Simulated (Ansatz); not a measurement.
**GaP under changes of volume**

One of the cells (20.240 Å³/atom); the others are scaled copies at fixed shape and fractional positions:

```
Ga P
1.0
     0.00000    2.72525    2.72525
     2.72525    0.00000    2.72525
     2.72525    2.72525    0.00000
Ga P
1 1
Direct
  0.00000 0.00000 0.00000
  0.75000 0.75000 0.75000
```

```yaml
Program: Ansatz 0.2.0
Functional: r2SCAN
Dispersion: D4
Potentials_or_basis: Ansatz PAW
Cutoff: "500 eV (not typed: the program's choice for these potentials)"
k_mesh: 8 × 8 × 8
Occupations: fermi-dirac, width 0.05 eV
Spin: no spin polarisation
```

```tsv
volume (Å³/atom)	energy over the lowest point (meV/atom)	pressure (GPa)	gap on the mesh (eV)
19.026	14.64	5.1	1.77
19.431	4.62	2.9	1.82
19.836	0.00	0.8	1.86
20.240	?	?	?
20.645	4.85	-2.6	1.92
21.050	13.37	-4.1	1.91
21.455	25.37	-5.4	1.85
```

Problem. What does the run at 20.240 Å³/atom give?

Solution. Energy over the lowest point 0.25 meV/atom; pressure -1.0 GPa; gap on the mesh 1.89 eV.

Worked out: A Birch-Murnaghan fit of order 3 (a polynomial in V^(-2/3)) to the other rows has its minimum at 20.01 Å³/atom with B0 = V·E''(V) = 90 GPa and B' = 4.4. It gives 0.25 meV/atom at 20.240 Å³/atom, against the run's 0.25, and -dE/dV = -1.0 GPa, against -1.0. A parabola through the other rows of the gap, of slope 0.789 eV per unit of ln V there, gives 1.90 eV, against the run's 1.89.

Energies are extrapolated to zero smearing.

Caveats: the PAW data sets come from PBE, with cores solved anew for the run's functional, which leaves a small shift of forces and pressure.

A mesh can miss the band edges. Spin-orbit coupling on Ga is left out.
